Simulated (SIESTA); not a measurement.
Sc:

```
Sc
1.0
     0.00000    2.26000    2.26000
     2.26000    0.00000    2.26000
     2.26000    2.26000    0.00000
Sc
1
Direct
  0.00000 0.00000 0.00000
```

This isn't the form of Sc at room conditions, which is hcp.

Program: SIESTA 5.4.2. Alike in all runs: no spin polarisation; cell as given; k mesh 10 × 10 × 10; smearing fermi-dirac 0.05 eV; grid cutoff 800 Ry. Hardware: 1 thread of Arm Neoverse V2 (shared host).

Problem. Order these runs on this cell by their wall time, lowest first.
A. task band structure; level RPBE+D4; potentials or basis PseudoDojo 0.4 standard (PBE files), DZP (energy shift 0.002 Ry; radii capped at 9.5 bohr); dispersion by outside library; energy shift 0.002 Ry
B. task atomic charges; level PBE+D4; potentials or basis SG15 1.2 (PBE files) or PseudoDojo by element, DZ (energy shift 0.01 Ry); dispersion by outside library; energy shift 0.01 Ry
C. task electrostatic potential; level PBE+D3+U; potentials or basis PseudoDojo 0.5 standard (PBE files), TZP (energy shift 0.002 Ry; radii capped at 9.5 bohr); U Sc d U = 6.2 eV; dispersion by program; hubbard projector method 1; U from the first cycle yes; energy shift 0.002 Ry

Solution. B (10 s), A (37 s), C (210 s).

Caveats: the basis has no polarisation orbitals (some runs); U without spin polarisation on a metal has little footing (some runs); the U is typed as a test and isn't derived for this compound (some runs).
